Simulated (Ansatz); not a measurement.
Ni, 2 atoms in the cell. It takes space group P6_3/mmc (No. 194, hexagonal). Conventional cell: a = 2.448 Å, b = 2.448 Å, c = 4.073 Å, α = 90.00°, β = 90.00°, γ = 120.00°. Ni (site symmetry -6m2) has 12 Ni at 2.45 to 2.48 Å as nearest neighbours. This isn't the form of Ni at room conditions, which is fcc.

```yaml
Program: Ansatz 0.2.0
Task: relaxation of cell and atoms
Functional: PBEsol
Dispersion: D3(BJ)
Potentials_or_basis: Ansatz PAW
Cutoff: "420 eV (not typed: the program's choice for these potentials)"
k_mesh: 12 × 12 × 7
Occupations: fermi-dirac, width 0.05 eV
Spin: collinear spin, ferromagnetic start
Starting_moments: "[1.0, 1.0] μB"
```

Potentials or basis: Ansatz PAW.

Command:

```console
$ ansatz run input.yaml --threads 2 --pin off --max-ram 5632MiB --backend cpu --events-out ev --progress --plain --runs-dir out
```

Hardware: 2 threads of Arm Neoverse V1, on a shared host.

**Question.** How long does it take, and how much memory?

**Answer.** It took 18 s on 2 threads of Arm Neoverse V1 (shared host), peak memory 0.31 GiB. Counts: scf iterations 50, plane waves 391, k points 76, bands 23, ion steps 6.
